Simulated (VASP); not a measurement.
# H12CO5 in VASP: notebook

Runs on H12CO5. Level: r2SCAN+D3(BJ). Tasks: single point.

All numbers are computed with VASP 6.6.1; they aren't measurements. Logs are shortened: lines on timing, memory, paths and dates and some standing lists are left out, and cuts for length are marked.

## (1) Starting point

The cell holds a amorphous, 18 atoms: a = 5.309 Å, b = 5.309 Å, c = 5.309 Å, α = 90.00°, β = 90.00°, γ = 90.00°.

The cell was built by a generator and needn't be a form met in nature.

## (2) Single point, r2SCAN+D3(BJ)

Contents of POSCAR:

```
H12CO5
1.0
    5.3085660000      0.0000000000      0.0000000000
    0.0000000000      5.3085660000      0.0000000000
    0.0000000000      0.0000000000      5.3085660000
O H C
5 12 1
Direct
    0.5362841867      0.1795588488      0.2709017840
    0.3362301608      0.8585746132      0.9588088384
    0.8349147397      0.8545622302      0.5561577270
    0.4013890003      0.4711818597      0.5958482950
   -0.0957885802      0.5693439622      0.0493165198
    0.4583346991      0.0405759295      0.1853042799
    0.4022555244      0.2840315068      0.3483614972
    0.3241741743      0.9815080005      0.8312037563
    0.1747929667      0.7771401919      0.9696215513
    0.8182435709      0.9952593601      0.4365208985
    0.7332677036      0.9319842684      0.6985879049
    0.5309531802      0.5646534299      0.5149036482
    0.4029713486      0.5725840086      0.7512198209
    0.0094752519      0.3984503536     -0.2703366597
   -0.1699894096      0.5210446663      0.2119781500
    0.2272930204      0.3358910862     -0.0051991442
   -0.0600162078      0.1715905953     -0.0145425337
    0.0313832398      0.3656919778     -0.0651400020
```

Contents of INCAR.step1:

```
PREC = Accurate
ENCUT = 520
ISMEAR = -1
SIGMA = 0.02
LREAL = Auto
LASPH = True
NELM = 60
NBANDS = 38
GGA = PE
ALGO = Normal
EDIFF = 1E-4
LWAVE = True
LCHARG = False
```

Contents of INCAR.step2:

```
PREC = Accurate
ENCUT = 520
EDIFF = 1E-7
ISMEAR = -1
SIGMA = 0.02
LREAL = Auto
LASPH = True
NELM = 60
ALGO = Normal
ISIF = 2
LWAVE = False
LCHARG = False
METAGGA = R2SCAN
LMIXTAU = True
IVDW = 12
NBANDS = 38
VDW_S6 = 1.0
VDW_S8 = 0.78981345
VDW_A1 = 0.49484001
VDW_A2 = 5.73083694
ISTART = 1
```

Contents of KPOINTS:

```
Automatic mesh
0
Gamma
  1 1 1
```

Potentials or basis: VASP PAW PBE potentials, release 64 (O, H, C).

Launch:

```sh
> cat potpaw_PBE.64/O/POTCAR potpaw_PBE.64/H/POTCAR potpaw_PBE.64/C/POTCAR > POTCAR
> cp INCAR.step1 INCAR
> mpirun -np 1 vasp_gam > vasp.out
> cp INCAR.step2 INCAR
> mpirun -np 1 vasp_gam > vasp.out
```

OUTCAR:

```text
PREC = Accurate
   ENCUT = 520
   EDIFF = 1E-7
   ISMEAR = -1
   LREAL = Auto
   LASPH = True
   NELM = 60
   ISIF = 2
   METAGGA = R2SCAN
   IVDW = 12
   ISTART = 1
 IVDW          = 12

 ion  position               nearest neighbor table
   1  0.536  0.180  0.271-   6 0.96   7 0.99
   2  0.336  0.859  0.959-   8 0.94   9 0.96
   3  0.835  0.855  0.556-  10 0.98  11 1.02
   4  0.401  0.471  0.596-  12 0.95  13 0.98
   5  0.904  0.569  0.049-  15 0.98  18 1.41
   6  0.458  0.041  0.185-   1 0.96
   7  0.402  0.284  0.348-   1 0.99
   8  0.324  0.982  0.831-   2 0.94
   9  0.175  0.777  0.970-   2 0.96
  10  0.818  0.995  0.437-   3 0.98
  11  0.733  0.932  0.699-   3 1.02
  12  0.531  0.565  0.515-   4 0.95
  13  0.403  0.573  0.751-   4 0.98
  14  0.009  0.398  0.730-  18 1.11
  15  0.830  0.521  0.212-   5 0.98
  16  0.227  0.336  0.995-  18 1.10
  17  0.940  0.172  0.985-  18 1.17
  18  0.031  0.366  0.935-  16 1.10  14 1.11  17 1.17   5 1.41

  LATTYP: Found a simple cubic cell.
 ALAT       =     5.3085660000

  Lattice vectors:

 A1 = (   5.3085660000,   0.0000000000,   0.0000000000)
 A2 = (   0.0000000000,   5.3085660000,   0.0000000000)
 A3 = (   0.0000000000,   0.0000000000,   5.3085660000)

Analysis of symmetry for initial positions (statically):
=====================================================================
 Subroutine PRICEL returns:
 Original cell was already a primitive cell.

 Routine SETGRP: Setting up the symmetry group for a
 simple cubic supercell.

 Subroutine GETGRP returns: Found  1 space group operations
 (whereof  1 operations were pure point group operations)
 out of a pool of 48 trial point group operations.

The static configuration has the point symmetry C_1 .

Analysis of symmetry for dynamics (positions and initial velocities):
=====================================================================
 Subroutine PRICEL returns:
 Original cell was already a primitive cell.

 Routine SETGRP: Setting up the symmetry group for a
 simple cubic supercell.

 Subroutine GETGRP returns: Found  1 space group operations
 (whereof  1 operations were pure point group operations)
 out of a pool of 48 trial point group operations.

The dynamic configuration has the point symmetry C_1 .

 Subroutine INISYM returns: Found  1 space group operations
 (whereof  1 operations are pure point group operations),
 and found     1 'primitive' translations

[... 108 lines left out ...]
   ISIF   =      2    stress and relaxation
   ISYM   =      2    0-nonsym 1-usesym 2-fastsym
   POTIM  = 0.5000    time-step for ionic-motion
   TEBEG  =    0.0;   TEEND  =   0.0 temperature during run
   PSTRESS=    0.0 pullay stress
   NELECT =      46.0000    total number of electrons
   NUPDOWN=      -1.0000    fix difference up-down
   EMIN   =  10.00;   EMAX   =-10.00  energy-range for DOS
   EFERMI =   0.00;   METHOD = LEGACY
   ISMEAR =    -1;   SIGMA  =   0.02  broadening in eV -4-tet -1-fermi 0-gaus
   EFERMI_NEDOS =   21; number of points for ismear=-14 and -15
   IALGO  =     38    algorithm
   IMIX   =      4    mixing-type and parameters
     AMIX     =   0.40;   BMIX     =  1.00
     AMIX_MAG =   1.60;   BMIX_MAG =  1.00
  volume/ion in A,a.u.               =       8.31        56.09
  Fermi-wavevector in a.u.,A,eV,Ry     =   1.104969  2.088089 16.612131  1.220957
  Thomas-Fermi vector in A             =   2.241450
   LORBIT       =      0    0 simple, 1 ext, 2 COOP (PROOUT), +10 PAW based schemes
   METAGGA = R2SCAN    functional components
   LHFCALC =     F    Hartree Fock is set to
   AEXX    =    0.0000 exact exchange contribution
   IVDW    =    12    specifies the selected vdW correction
   LEPSILON=     F    determine dielectric tensor
   LRPA    =     F    only Hartree local field effects (RPA)
 non-spin polarized calculation
  energy-cutoff  :      520.00
  volume of cell :      149.60
 maximum number of plane-waves:      1980
 NGX is ok and might be reduce to    40
   NGX = 19   NGY = 19   NGZ = 19

 number of electron      46.0000001 magnetization

 Free energy of the ion-electron system (eV)
  ---------------------------------------------------
  ext. energy  EPLUGINS =         0.00000000
  ---------------------------------------------------
  free energy    TOTEN  =       -94.59263599 eV

  energy without entropy =      -94.59263599  energy(sigma->0) =      -94.59263599

 E-fermi :  -2.3450     XC(G=0):  -8.0507

 val. band max:       -2.8632173945   @ k =   0.0000   0.0000   0.0000
 cond. band min:       2.2189201196   @ k =   0.0000   0.0000   0.0000
 fundamental gap:      5.0821375142
 Fermi energy:        -2.3450181164

 k-point     1 :       0.0000    0.0000    0.0000
  band No.  band energies     occupation
      1     -23.9723      2.00000
      2     -23.3862      2.00000
      3     -23.0800      2.00000
      4     -22.3942      2.00000
      5     -22.0509      2.00000
      6     -14.0088      2.00000
[... 27 lines left out ...]
     34       9.8187      0.00000
     35      10.0822      0.00000
 [bands above 35 left out]

------------------------ aborting loop because EDIFF is reached ----------------------------------------

 Edisp (eV)   -0.37417

 E8    (eV) :    -0.0551

  FORCE on cell =-STRESS in cart. coord.  units (eV):
  Direction    XX          YY          ZZ          XY          YZ          ZX
  --------------------------------------------------------------------------------------
  -------------------------------------------------------------------------------------
  Total       0.59180    -2.29388     0.97441     0.65614     1.28715    -0.67933
  in kB       6.33798   -24.56686    10.43568     7.02710    13.78508    -7.27541
  external pressure =       -2.60 kB  Pullay stress =        0.00 kB

 VOLUME and BASIS-vectors are now :
 -----------------------------------------------------------------------------
  energy-cutoff  :      520.00
  volume of cell :      149.60
      direct lattice vectors                 reciprocal lattice vectors
     5.308566000  0.000000000  0.000000000     0.188374789  0.000000000  0.000000000
     0.000000000  5.308566000  0.000000000     0.000000000  0.188374789  0.000000000
     0.000000000  0.000000000  5.308566000     0.000000000  0.000000000  0.188374789

 POSITION                                       TOTAL-FORCE (eV/Angst)
 -----------------------------------------------------------------------------------
      2.84690      0.95320      1.43810         0.083677      0.876131      0.311904
      1.78490      4.55780      5.08990         0.894974     -0.933384      0.524829
      4.43220      4.53650      2.95240        -1.056636      1.479484      1.237680
      2.13080      2.50130      3.16310        -0.058666      0.927250      1.381122
      4.80007      3.02240      0.26180        -0.192651      0.061857      0.777141
      2.43310      0.21540      0.98370        -0.281772     -0.451830     -0.363373
[... 10 lines left out ...]
      4.98997      0.91090      5.23137         0.191350      1.535216     -0.306332
      0.16660      1.94130      4.96277        -1.579404     -2.161985     -0.076052
 -----------------------------------------------------------------------------------
    total drift:                                0.002985     -0.004278      0.010956

  FREE ENERGIE OF THE ION-ELECTRON SYSTEM (eV)
  ---------------------------------------------------
  free  energy   TOTEN  =       -94.9668032554 eV

  energy  without entropy=      -94.9668032554  energy(sigma->0) =      -94.96680326
```

OUTCAR.step1:

```text
PREC = Accurate
   ENCUT = 520
   ISMEAR = -1
   LREAL = Auto
   LASPH = True
[... 287 lines left out ...]
      4.80007      3.02240      0.26180        -0.121878      0.237060      0.498317
      2.43310      0.21540      0.98370        -0.476665     -0.773477     -0.561583
[... 10 lines left out ...]
      4.98997      0.91090      5.23137         0.142762      1.385638     -0.287046
      0.16660      1.94130      4.96277        -1.606696     -2.057682     -0.007143
 -----------------------------------------------------------------------------------
    total drift:                                0.004859      0.007976      0.017185

  FREE ENERGIE OF THE ION-ELECTRON SYSTEM (eV)
  ---------------------------------------------------
  free  energy   TOTEN  =       -87.7503893883 eV

  energy  without entropy=      -87.7503893883  energy(sigma->0) =      -87.75038939
```

OSZICAR.step1:

```text
N       E                     dE             d eps       ncg     rms          rms(c)
DAV:   1     0.330797633475E+03    0.33080E+03   -0.25850E+04    76   0.113E+03
DAV:   2    -0.639513633935E+02   -0.39475E+03   -0.37802E+03   104   0.280E+02
DAV:   3    -0.957504645369E+02   -0.31799E+02   -0.31532E+02    96   0.811E+01
DAV:   4    -0.961702845578E+02   -0.41982E+00   -0.41920E+00    96   0.105E+01
DAV:   5    -0.961749945147E+02   -0.47100E-02   -0.47090E-02    96   0.111E+00    0.177E+01
DAV:   6    -0.881823092581E+02    0.79927E+01   -0.20291E+01    96   0.232E+01    0.721E+00
DAV:   7    -0.878607923155E+02    0.32152E+00   -0.94741E-01    96   0.504E+00    0.439E+00
DAV:   8    -0.877482334874E+02    0.11256E+00   -0.31588E-01    96   0.363E+00    0.546E-01
DAV:   9    -0.877470872501E+02    0.11462E-02   -0.36570E-02    96   0.116E+00    0.268E-01
DAV:  10    -0.877503340298E+02   -0.32468E-02   -0.79795E-03    88   0.449E-01    0.135E-01
DAV:  11    -0.877503893883E+02   -0.55359E-04   -0.72066E-04    96   0.175E-01
   1 F= -.87750389E+02 E0= -.87750389E+02  d E =-.400601E-10
```

It took 45 s on 1 thread of Intel Xeon 6975P-C (Granite Rapids), shared host; peak memory 0.26 GiB.

Results:

| Item | Value |
| --- | --- |
| Free energy | -94.9668 eV |
| Pressure | -0.3 GPa |
| Largest force | 2.679 eV/Å |
| Band gap on the k mesh | 5.08 eV, direct |
| Dispersion energy per atom | -0.021 eV |

Forces in eV/Å, atoms in the order of the input:
```
O    0.084  0.876  0.312
O    0.895 -0.933  0.525
O   -1.057  1.479  1.238
O   -0.059  0.927  1.381
O   -0.193  0.062  0.777
H   -0.282 -0.452 -0.363
H    0.865 -0.946 -0.195
H   -0.288  0.901 -1.100
H   -0.988 -0.075  0.324
H   -0.175 -0.595  0.017
H    1.176 -1.136 -1.222
H    1.097  0.424 -0.915
H   -0.469 -0.471 -0.183
H    0.302 -0.251  0.494
H    0.432  0.094 -0.563
H    0.048  0.722 -0.143
H    0.191  1.535 -0.306
C   -1.579 -2.162 -0.076
```

Stress tensor (GPa, compression positive):
```
 0.63  0.70 -0.73
 0.70 -2.46  1.38
-0.73  1.38  1.04
```

Caveat: the PAW data sets were made with another functional, which shifts forces and pressure a little. r2SCAN opens gaps a little over a GGA but as a rule still falls short of measured ones.

## (3) Single point, r2SCAN+D3(BJ)

Contents of POSCAR:

```
H12CO5
1.0
    5.3085660000      0.0000000000      0.0000000000
    0.0000000000      5.3085660000      0.0000000000
    0.0000000000      0.0000000000      5.3085660000
O H C
5 12 1
Direct
    0.5302938684      0.1853607923      0.2475244727
    0.3290342439      0.8636795700      0.9433997807
    0.8879610803      0.8565966779      0.5554042278
    0.4138970863      0.4686576375      0.6220135532
   -0.0895910496      0.5656706538      0.0557966125
    0.4698443987      0.0473197470      0.1474597848
    0.4324896780      0.2074383176      0.3964535809
    0.2827882332      0.9811877633      0.8104636921
    0.1566336370      0.7860691569      0.9976517199
    0.8118011531      0.9706764501      0.4283077577
    0.7373931114      0.8713840988      0.6535474929
    0.5342497390      0.5654634415      0.5171076332
    0.3933265594      0.5896130895      0.7531789188
    0.0266927076      0.4041015973     -0.2738592682
   -0.0649893022      0.5401835449      0.2351294116
    0.2275190701      0.3545213528     -0.0246582599
   -0.0704521711      0.1779576631     -0.0211544888
    0.0177637426      0.3585902483     -0.0727503435
```

Contents of INCAR.step1:

```
SYSTEM = H12CO5
PREC = Accurate
ENCUT = 520
ISMEAR = -1
SIGMA = 0.02
LREAL = Auto
LASPH = .TRUE.
NELM = 80
NBANDS = 38
GGA = PE
ALGO = Normal
EDIFF = 1E-4
LWAVE = .TRUE.
LCHARG = .FALSE.
```

Contents of INCAR.step2:

```
SYSTEM = H12CO5
PREC = Accurate
ENCUT = 520
EDIFF = 1E-6
ISMEAR = -1
SIGMA = 0.02
LREAL = Auto
LASPH = .TRUE.
NELM = 80
ALGO = Normal
ISIF = 2
LWAVE = .FALSE.
LCHARG = .FALSE.
METAGGA = R2SCAN
LMIXTAU = .TRUE.
IVDW = 12
VDW_S6 = 1.0
VDW_S8 = 0.78981345
VDW_A1 = 0.49484001
VDW_A2 = 5.73083694
NBANDS = 38
ISTART = 1
```

Contents of KPOINTS:

```
Automatic mesh
0
G
  1 1 1
  0 0 0
```

Potentials or basis: VASP PAW PBE potentials, release 64 (O, H, C).

Launch:

```sh
> cat potpaw_PBE.64/O/POTCAR potpaw_PBE.64/H/POTCAR potpaw_PBE.64/C/POTCAR > POTCAR
> cp INCAR.step1 INCAR
> mpirun -np 1 vasp_gam > vasp.out
> cp INCAR.step2 INCAR
> mpirun -np 1 vasp_gam > vasp.out
```

It took 43 s on 1 thread of Intel Xeon 6975P-C (Granite Rapids), shared host; peak memory 0.26 GiB.

The run converged. Its results:

| Item | Value |
| --- | --- |
| Free energy | -95.0884 eV |
| Pressure | 0.0 GPa |
| Largest force | 2.250 eV/Å |
| Band gap on the k mesh | 4.98 eV, direct |
| Dispersion energy per atom | -0.021 eV |

Forces on the atoms (eV/Å):
```
O    1.644  0.227  0.195
O   -1.666 -0.890  0.018
O   -0.830  0.953 -1.130
O    1.441  0.486 -1.659
O   -0.248  0.626  0.210
H   -0.586 -0.572 -0.278
H   -0.517  0.153  0.428
H   -0.158 -0.129  0.174
H    1.423  0.627 -0.559
H    0.941 -0.128 -0.517
H   -0.127 -0.569  1.556
H   -0.416 -1.013  0.054
H   -0.364  0.505  1.179
H   -0.908 -0.243 -0.023
H   -0.194  0.063  0.221
H   -1.285 -0.374  0.094
H   -0.259  0.219 -0.162
C    2.110  0.059  0.199
```

Stress tensor (GPa, compression positive):
```
-2.31 -1.18 -1.94
-1.18 -0.97  3.42
-1.94  3.42  3.22
```

Levels at points of the mesh, in eV from the valence-band top:
| k point | band 21 | band 22 | band 23 | band 24 | band 25 | band 26 |
| --- | --- | --- | --- | --- | --- | --- |
| (0.00, 0.00, 0.00) | -0.96 | -0.77 | 0.00 | 4.98 | 7.77 | 8.96 |

Caveat: the PAW data sets were made with another functional, which shifts forces and pressure a little.

[end of part 1 of 2]
